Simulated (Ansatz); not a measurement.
H in its lowest state found on the top face of a (001) slab of TaN (P-62m (No. 189)), 5 planes, outer planes TaN3 (top) and TaN3 (bottom); 1 a cell of 23.31 Å², its atoms last:

```
CELL_PARAMETERS angstrom
5.18798 0.00000 0.00000
-2.59399 4.49293 0.00000
0.00000 0.00000 24.81032
ATOMIC_POSITIONS crystal
Ta 0.00000 0.00000 0.34260
N 0.00000 0.39341 0.34260
N 0.39341 0.00000 0.34260
N 0.60659 0.60659 0.34260
Ta 0.33333 0.66667 0.40115
Ta 0.66667 0.33333 0.40115
Ta 0.00000 0.00000 0.45605
N 0.00000 0.38893 0.46204
N 0.38892 0.00001 0.46204
N 0.61107 0.61109 0.46204
Ta 0.33333 0.66667 0.52183
Ta 0.66667 0.33334 0.52183
Ta 0.00003 0.99997 0.59101
N 0.00001 0.35712 0.57032
N 0.35720 0.99998 0.57033
N 0.64285 0.64283 0.57033
H 0.00003 0.99996 0.66271
```

Level of theory: Ansatz, DFT PBE+D3(BJ), scalar-relativistic, plane waves, PAW. Cutoff 420 eV; k points 6×6×1 on the computed 17-atom cell (Γ-centred); Gaussian smearing, width 0.10 eV; no spin polarisation. The cell repeats along c with a dipole correction in the vacuum.

The clean top face has a work function of 4.63 eV. Adsorption changes the slab's dipole along +c by Δp = -0.1157 e·Å a cell (-0.56 D an adsorbate).

Problem. What change of work function does the Helmholtz equation give?

Solution. A sheet of dipoles makes a step in an electron's potential energy of −e·Δp/(ε0·A), and e/ε0 = 180.95 eV·Å for Δp in e·Å: −180.95 × (-0.1157)/23.31 = +0.90 eV. This is the change of φ(top) − φ(bottom). If the bottom face is unmoved, φ(top) becomes 5.53 eV.

Problem. How does that compare with the calculation?

Solution. φ(top) changes by +1.13 eV and φ(bottom) by +0.23 eV, so their difference changes by +0.90 eV. The slab is thin enough for the adsorbate to shift the Fermi level against the bottom face too.

Problem. What does the sign say about the electrons?

Solution. The change of dipole points into the surface (negative end outward), so the work function rises. Electrons gather on the vacuum side. Δp also holds the adsorbate's own dipole and the moves of the surface atoms, so it isn't a charge transfer alone.

Spin-orbit coupling is left out, which matters for the bands of heavy elements. Spin polarisation was left out, and a magnetic state may lie lower.